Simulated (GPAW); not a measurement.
Runs of GPAW 26.7.0 on Ge. Symmetry: Fd-3m, No. 227, cubic system. Conventional cell: a = 5.658 Å, b = 5.658 Å, c = 5.658 Å, α = 90.00°, β = 90.00°, γ = 90.00°. Ge (site symmetry -43m) has 4 Ge at 2.45 Å as nearest neighbours. 

| task | level | potentials or basis | spin | cell | band path | band points | spin axis theta (degrees) | spin axis phi (degrees) | gap on the mesh (eV) | pressure (GPa) |
| --- | --- | --- | --- | --- | --- | --- | --- | --- | --- | --- |
| band structure | r4SCAN | GPAW PAW data sets (gpaw-data 1.2.1), pw | SOC, no magnetisation | as given | GXWKGLUWLK,UX | 60 | 54.7 | 45 | - | (a) |
| single point | PBEsol | PAW data sets generated in the run's folder for this functional, pw | off | as given | - | - | - | - | 0.04 | 0.9 |
| single point | PBEsol | PAW data sets generated in the run's folder for this functional, pw | off | atoms moved at random, drawn with an rms of 0.05 Å | - | - | - | - | none | 1.1 |
| band structure | RPBE | the program's PAW data sets (release 1.2.1) made for this functional, pw | SOC, no magnetisation | as given | GXWKGLUWLK,UX | 80 | 90 | 0 | (b) | 5.7 |

Alike in all rows: k mesh 8 × 8 × 8; cutoff (eV) 600; smearing fermi-dirac 0.05 eV.

Problem. Estimate the missing entries.

Solution. (a) 0.7; (b) 0.10.

Caveats: spin-orbit coupling was added after a scalar SCF, so levels and gaps hold it while energy, forces, pressure and moments don't (some runs); this program's spin-orbit splittings come out too wide for heavy elements (some runs); the PAW data sets were made with another functional, which shifts forces and pressure a little (some runs); this crystal is a semiconductor, whose small gap the functional closes, so the metal is an error of the method (some runs).

A k mesh can miss the band edges, and rows without SOC leave out spin-orbit coupling on Ge.

A gap of «none» marks a metal or a gap under the smearing width.
